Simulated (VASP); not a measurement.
Here is a VASP 6.6.1 calculation.

File INCAR:

```
PREC     = Accurate       # precision mode
ENCUT    = 520            # plane-wave cutoff, eV
EDIFF    = 1E-7           # SCF threshold, eV
ISMEAR   = 0              # smearing method
SIGMA    = 0.1            # smearing width, eV
LREAL    = False          # projectors in reciprocal space
LASPH    = True           # aspherical terms in the spheres
NELM     = 60             # most SCF steps
ALGO     = Normal         # electronic algorithm
ISIF     = 3              # what is computed and relaxed
LWAVE    = False          # write WAVECAR
LCHARG   = False          # write CHGCAR
METAGGA  = R2SCAN         # meta-GGA
LMIXTAU  = True         
IBRION   = 2              # ionic algorithm
NSW      = 80             # ionic steps
EDIFFG   = -0.002         # ionic threshold
PSTRESS  = 120.0
```

KPOINTS

```
Automatic mesh
0
Gamma
  16 16 16
```

Contents of POSCAR:

```
Hf                                      
1.0
   -1.7089930275      1.7089930275      1.7089930275
    1.7089930275     -1.7089930275      1.7089930275
    1.7089930275      1.7089930275     -1.7089930275
  Hf            
     1
Direct
     0.0000000000000000    1.0000000000000000    0.0000000000000000
```

Potentials or basis: VASP PAW PBE potentials, release 64 (Hf_pv).

Run with:

```sh
$ cat potpaw_PBE.64/Hf_pv/POTCAR > POTCAR
$ mpirun -np 1 vasp_std > vasp.out
```

(1) Estimate the band gap on the k mesh.

## Answers

(1) none (metal or under the smearing width).

Caveat: the relaxation stopped at its first step, so nothing moved; the cell is relaxed towards a set pressure, so the enthalpy falls and the energy may rise.
